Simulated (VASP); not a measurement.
# PbSe: molecular dynamics of the melt

PbSe, Fm-3m (no. 225), 24 atoms in the cell. PBEsol, molecular dynamics; PAW potentials Pb, Se (PBE set).

Ensemble: NVT; Target temperature (K): 1620; Tags of the pair correlation: defaults; Volume scaled by: 1.1.

## Input

INCAR.step1:
```
SYSTEM = PbSe
  GGA = PS
  PREC = Normal
  ENCUT = 280
  EDIFF = 1E-5
  NELMIN = 4
  NELM = 60
  ALGO = Fast
  LREAL = Auto
  LASPH = .True.
  ISMEAR = -1
  SIGMA = 0.14
  ISYM = 0
  LWAVE = .False.
  LCHARG = .False.
  IBRION = 0
  POTIM = 3.0
  ISIF = 2
  RANDOM_SEED = 766934 0 0
  NSW = 150
  TEBEG = 2850
  TEEND = 2850
  MDALGO = 0
  SMASS = -1
  NBLOCK = 5
  KPAR = 2
  NCORE = 4
```

INCAR.step2, as INCAR.step1 but for:
```
- NSW = 150
- TEEND = 2850
+ NSW = 100
+ TEEND = 1620
```

INCAR.step3, as INCAR.step2 but for:
```
- NSW = 100
- TEBEG = 2850
- MDALGO = 0
- SMASS = -1
- NBLOCK = 5
+ NSW = 400
+ TEBEG = 1620
+ MDALGO = 2
+ SMASS = 0
```

KPOINTS:
```
k-points
0
Monkhorst-Pack
  2 2 1
```

POSCAR.step1:
```
PbSe
1.0
    0.0000000000      6.3188962707      6.3188962707
    6.3188962707      0.0000000000      6.3188962707
    9.4783444061      9.4783444061      0.0000000000
Pb Se
12 12
Direct
    0.0000000000      0.0000000000      0.0000000000
    0.0000000000      0.0000000000      0.3333333333
    0.0000000000      0.0000000000      0.6666666667
    0.0000000000      0.5000000000      0.0000000000
    0.0000000000      0.5000000000      0.3333333333
    0.0000000000      0.5000000000      0.6666666667
    0.5000000000      0.0000000000      0.0000000000
    0.5000000000      0.0000000000      0.3333333333
    0.5000000000      0.0000000000      0.6666666667
    0.5000000000      0.5000000000      0.0000000000
    0.5000000000      0.5000000000      0.3333333333
    0.5000000000      0.5000000000      0.6666666667
    0.2500000000      0.2500000000      0.1666666667
    0.2500000000      0.2500000000      0.5000000000
    0.2500000000      0.2500000000      0.8333333333
    0.2500000000      0.7500000000      0.1666666667
    0.2500000000      0.7500000000      0.5000000000
    0.2500000000      0.7500000000      0.8333333333
    0.7500000000      0.2500000000      0.1666666667
    0.7500000000      0.2500000000      0.5000000000
    0.7500000000      0.2500000000      0.8333333333
    0.7500000000      0.7500000000      0.1666666667
    0.7500000000      0.7500000000      0.5000000000
    0.7500000000      0.7500000000      0.8333333333
```

Commands (each step's output is kept before the next begins):
```
cat potpaw_PBE.64/Pb/POTCAR potpaw_PBE.64/Se/POTCAR > POTCAR
cp INCAR.step1 INCAR
cp POSCAR.step1 POSCAR
mpirun -np 8 vasp_std > vasp.out
cp CONTCAR POSCAR
cp INCAR.step2 INCAR
mpirun -np 8 vasp_std > vasp.out
cp CONTCAR POSCAR
cp INCAR.step3 INCAR
mpirun -np 8 vasp_std > vasp.out
```

## Result

- First-shell coordination: Pb-Pb 3.7, Pb-Se 6.0, Se-Se 6.7
- Mean pressure (GPa): 0.72
- Mean temperature (K): 1613
- Spread of the conserved energy (meV/atom): 0.58
- Rise of the mean potential energy above the start (meV/atom): -43.4
- Electronic steps per ionic step after the first: 4.9

Course of the run:

| Time (fs) | Temperature (K) | Potential energy less the first (meV/atom) | Conserved energy less the first (meV/atom) |
|---|---|---|---|
| 3 | 1885 | 0.0 | 0.00 |
| 93 | 1400 | -80.1 | 0.07 |
| 183 | 1598 | -86.8 | -0.12 |
| 276 | 1708 | -30.3 | -0.17 |
| 375 | 1830 | -21.9 | -0.20 |
| 465 | 1918 | 16.0 | -0.16 |
| 555 | 1460 | 9.5 | -0.26 |
| 648 | 1072 | -56.0 | -0.23 |
| 738 | 1471 | -57.7 | -0.27 |
| 828 | 1627 | -46.8 | -0.34 |
| 927 | 1434 | -70.0 | -0.39 |
| 1020 | 1489 | -97.4 | -0.46 |
| 1110 | 1764 | -38.6 | -0.46 |
| 1200 | 1485 | -19.7 | -0.45 |

First peak of the pair correlation:

| Pair | Distance (Å) | Height | First minimum (Å) | Coordination |
|---|---|---|---|---|
| Pb-Pb | 3.45 | 1.41 | 4.14 | 3.7 |
| Pb-Se | 2.97 | 3.35 | 4.26 | 6.0 |
| Se-Se | 3.79 | 1.67 | 4.72 | 6.7 |

Mean square displacement (Å²):

| Time (fs) | Pb | Se |
|---|---|---|
| 3 | 0.00 | 0.00 |
| 54 | 0.05 | 0.13 |
| 108 | 0.20 | 0.38 |
| 159 | 0.39 | 0.58 |
| 210 | 0.61 | 0.70 |
| 264 | 0.88 | 0.82 |
| 315 | 1.15 | 0.97 |
| 366 | 1.43 | 1.14 |
| 420 | 1.73 | 1.32 |
| 471 | 2.03 | 1.47 |

REPORT:
```
MDALGO =   2
               SCALING =       0
                 CNEXP =     9.000   14.000
           RANDOM_SEED =            766934                0                0

   original number of atomic DOF:         69
   number of independent constraints:      0
   number of active DOF:                  69

========================================
         MD step No.       1
========================================

  >Energies
                    E_tot             E_pot             E_kin               EPS                ES
   e_b>   -0.80320093E+02   -0.95556175E+02    0.56035685E+01    0.00000000E+00    0.96325137E+01

  >Temperature
               T_sim     T_inst
   tmprt>   1620.000   1884.821

  >Thermostat:
           s(n+1) sdot(n+1)      s(n)   sdot(n)        Qs
   s_b>   1.00110   0.00219   1.00000   0.00000   0.84903

           RANDOM_SEED =            766934                0                0

[... steps left out ...]

========================================
         MD step No.     400
========================================

  >Energies
                    E_tot             E_pot             E_kin               EPS                ES
   e_b>   -0.80330898E+02   -0.96029959E+02    0.44158655E+01    0.43552092E-01    0.11239644E+02

  >Temperature
               T_sim     T_inst
   tmprt>   1620.000   1485.324

  >Thermostat:
           s(n+1) sdot(n+1)      s(n)   sdot(n)        Qs
   s_b>   1.15581  -0.01151   1.16684  -0.01056   0.84903

           RANDOM_SEED =            766934                0                0
```

REPORT.step1:
```
RANDOM_SEED =            766934                0                0

           RANDOM_SEED =            766934                0                0

           RANDOM_SEED =            766934                0                0

           RANDOM_SEED =            766934                0                0

           RANDOM_SEED =            766934                0                0

           RANDOM_SEED =            766934                0                0

           RANDOM_SEED =            766934                0                0

           RANDOM_SEED =            766934                0                0

           RANDOM_SEED =            766934                0                0

           RANDOM_SEED =            766934                0                0

           RANDOM_SEED =            766934                0                0

           RANDOM_SEED =            766934                0                0

           RANDOM_SEED =            766934                0                0

           RANDOM_SEED =            766934                0                0

           RANDOM_SEED =            766934                0                0

[... 9 lines left out ...]

           RANDOM_SEED =            766934                0                0

           RANDOM_SEED =            766934                0                0

           RANDOM_SEED =            766934                0                0

           RANDOM_SEED =            766934                0                0

           RANDOM_SEED =            766934                0                0

           RANDOM_SEED =            766934                0                0

           RANDOM_SEED =            766934                0                0

           RANDOM_SEED =            766934                0                0

           RANDOM_SEED =            766934                0                0

           RANDOM_SEED =            766934                0                0

           RANDOM_SEED =            766934                0                0
```

REPORT.step2:
```
RANDOM_SEED =            766934                0                0

           RANDOM_SEED =            766934                0                0

           RANDOM_SEED =            766934                0                0

           RANDOM_SEED =            766934                0                0

           RANDOM_SEED =            766934                0                0

           RANDOM_SEED =            766934                0                0

           RANDOM_SEED =            766934                0                0

           RANDOM_SEED =            766934                0                0

           RANDOM_SEED =            766934                0                0

           RANDOM_SEED =            766934                0                0

           RANDOM_SEED =            766934                0                0

           RANDOM_SEED =            766934                0                0

           RANDOM_SEED =            766934                0                0

           RANDOM_SEED =            766934                0                0

           RANDOM_SEED =            766934                0                0

           RANDOM_SEED =            766934                0                0

           RANDOM_SEED =            766934                0                0

           RANDOM_SEED =            766934                0                0

           RANDOM_SEED =            766934                0                0

           RANDOM_SEED =            766934                0                0

           RANDOM_SEED =            766934                0                0
```

OSZICAR:
```
N       E                     dE             d eps       ncg     rms          rms(c)
DAV:   1     0.505881623252E+03    0.50588E+03   -0.30161E+04   292   0.797E+02
DAV:   2    -0.332033026561E+02   -0.53908E+03   -0.52232E+03   352   0.168E+02
DAV:   3    -0.976110856865E+02   -0.64408E+02   -0.62742E+02   360   0.623E+01
DAV:   4    -0.999212839665E+02   -0.23102E+01   -0.22969E+01   376   0.122E+01
DAV:   5    -0.999824762213E+02   -0.61192E-01   -0.61085E-01   368   0.188E+00    0.267E+01
RMM:   6    -0.954489502375E+02    0.45335E+01   -0.96423E+00   292   0.546E+00    0.164E+01
RMM:   7    -0.957457412922E+02   -0.29679E+00   -0.71366E+00   318   0.396E+00    0.614E+00
RMM:   8    -0.955527077773E+02    0.19303E+00   -0.93081E-01   292   0.219E+00    0.228E+00
RMM:   9    -0.955563374075E+02   -0.36296E-02   -0.20045E-01   331   0.908E-01    0.104E+00
RMM:  10    -0.955563748322E+02   -0.37425E-04   -0.50736E-02   355   0.388E-01    0.540E-01
RMM:  11    -0.955558588426E+02    0.51599E-03   -0.10152E-02   327   0.199E-01    0.145E-01
RMM:  12    -0.955561183892E+02   -0.25955E-03   -0.31486E-03   368   0.965E-02    0.793E-02
[... left out ...]
    399 T=  1468. E= -.80330828E+02 F= -.96067276E+02 E0= -.95742128E+02  EK= 0.43653E+01 SP= 0.11E+02 SK= 0.35E-01
[... last step whole ...]
       N       E                     dE             d eps       ncg     rms          rms(c)
DAV:   1    -0.960291125266E+02    0.38160E-01   -0.36172E-02   502   0.212E+00    0.486E-02
RMM:   2    -0.960298011182E+02   -0.68859E-03   -0.69655E-03   292   0.188E-01    0.114E-02
RMM:   3    -0.960299353850E+02   -0.13427E-03   -0.12211E-03   356   0.749E-02    0.120E-02
RMM:   4    -0.960299552429E+02   -0.19858E-04   -0.20611E-04   292   0.309E-02    0.883E-03
RMM:   5    -0.960299594440E+02   -0.42011E-05   -0.44318E-05   210   0.145E-02
    400 T=  1485. E= -.80330898E+02 F= -.96029959E+02 E0= -.95703013E+02  EK= 0.44159E+01 SP= 0.11E+02 SK= 0.44E-01
```

OSZICAR.step1:
```
N       E                     dE             d eps       ncg     rms          rms(c)
DAV:   1     0.486146252434E+03    0.48615E+03   -0.30264E+04   292   0.799E+02
DAV:   2    -0.468967603552E+02   -0.53304E+03   -0.51758E+03   360   0.164E+02
DAV:   3    -0.108036833619E+03   -0.61140E+02   -0.60194E+02   352   0.606E+01
DAV:   4    -0.110230206917E+03   -0.21934E+01   -0.21865E+01   384   0.116E+01
DAV:   5    -0.110282153285E+03   -0.51946E-01   -0.51922E-01   359   0.177E+00    0.234E+01
RMM:   6    -0.106319165900E+03    0.39630E+01   -0.94711E+00   293   0.534E+00    0.152E+01
RMM:   7    -0.106939275985E+03   -0.62011E+00   -0.13458E+01   302   0.531E+00    0.624E+00
RMM:   8    -0.106431781813E+03    0.50749E+00   -0.16019E+00   292   0.282E+00    0.370E+00
RMM:   9    -0.106451277599E+03   -0.19496E-01   -0.35984E-01   328   0.115E+00    0.124E+00
RMM:  10    -0.106442040201E+03    0.92374E-02   -0.96769E-02   325   0.511E-01    0.437E-01
RMM:  11    -0.106443149561E+03   -0.11094E-02   -0.32740E-02   335   0.300E-01    0.181E-01
RMM:  12    -0.106443720415E+03   -0.57085E-03   -0.32673E-03   309   0.117E-01    0.276E-01
[... left out ...]
    149 T=  2999. E= -.82979680E+02 F= -.91896682E+02 E0= -.91612986E+02  EK= 0.89170E+01 SP= 0.00E+00 SK= 0.00E+00
[... last step whole ...]
       N       E                     dE             d eps       ncg     rms          rms(c)
DAV:   1    -0.920815927473E+02   -0.18491E+00   -0.66958E-02   528   0.351E+00    0.115E-01
RMM:   2    -0.920834823126E+02   -0.18896E-02   -0.19296E-02   292   0.394E-01    0.440E-02
RMM:   3    -0.920837704494E+02   -0.28814E-03   -0.28580E-03   341   0.135E-01    0.384E-02
RMM:   4    -0.920838214972E+02   -0.51048E-04   -0.57647E-04   372   0.542E-02    0.266E-02
RMM:   5    -0.920838290393E+02   -0.75421E-05   -0.92095E-05   263   0.234E-02
    150 T=  3062. E= -.82981919E+02 F= -.92083829E+02 E0= -.91799876E+02  EK= 0.91019E+01 SP= 0.00E+00 SK= 0.00E+00
```

OSZICAR.step2:
```
N       E                     dE             d eps       ncg     rms          rms(c)
DAV:   1     0.530172269869E+03    0.53017E+03   -0.30397E+04   292   0.799E+02
DAV:   2    -0.274602488740E+02   -0.55763E+03   -0.54147E+03   360   0.171E+02
DAV:   3    -0.930603928898E+02   -0.65600E+02   -0.63889E+02   360   0.632E+01
DAV:   4    -0.956214395090E+02   -0.25610E+01   -0.25395E+01   368   0.128E+01
DAV:   5    -0.956935889503E+02   -0.72149E-01   -0.72004E-01   376   0.213E+00    0.311E+01
RMM:   6    -0.922786245936E+02    0.34150E+01   -0.65334E+00   292   0.468E+00    0.190E+01
RMM:   7    -0.924603886353E+02   -0.18176E+00   -0.61061E+00   301   0.396E+00    0.442E+00
RMM:   8    -0.922287877423E+02    0.23160E+00   -0.11900E+00   292   0.243E+00    0.180E+00
RMM:   9    -0.922478774255E+02   -0.19090E-01   -0.25873E-01   333   0.943E-01    0.980E-01
RMM:  10    -0.922353613007E+02    0.12516E-01   -0.43595E-02   312   0.454E-01    0.370E-01
RMM:  11    -0.922361494305E+02   -0.78813E-03   -0.19663E-02   332   0.265E-01    0.158E-01
RMM:  12    -0.922363914455E+02   -0.24202E-03   -0.40897E-03   348   0.111E-01    0.780E-02
[... left out ...]
     99 T=  1796. E= -.89952537E+02 F= -.95291201E+02 E0= -.94973224E+02  EK= 0.53387E+01 SP= 0.00E+00 SK= 0.00E+00
[... last step whole ...]
       N       E                     dE             d eps       ncg     rms          rms(c)
DAV:   1    -0.954229186743E+02   -0.13172E+00   -0.33555E-02   543   0.243E+00    0.601E-02
RMM:   2    -0.954234053102E+02   -0.48664E-03   -0.50119E-03   292   0.184E-01    0.179E-02
RMM:   3    -0.954235070589E+02   -0.10175E-03   -0.98069E-04   348   0.666E-02    0.130E-02
RMM:   4    -0.954235216087E+02   -0.14550E-04   -0.16434E-04   291   0.269E-02    0.841E-03
RMM:   5    -0.954235245503E+02   -0.29416E-05   -0.31581E-05   208   0.121E-02
    100 T=  1840. E= -.89952653E+02 F= -.95423525E+02 E0= -.95105263E+02  EK= 0.54709E+01 SP= 0.00E+00 SK= 0.00E+00
```

Limits: 1200 fs of 24 atoms are too short for converged averages.

VASP 6.6.1 took 1642 s on 8 cores (Intel Xeon 6975P-C (Granite Rapids)), a shared host.
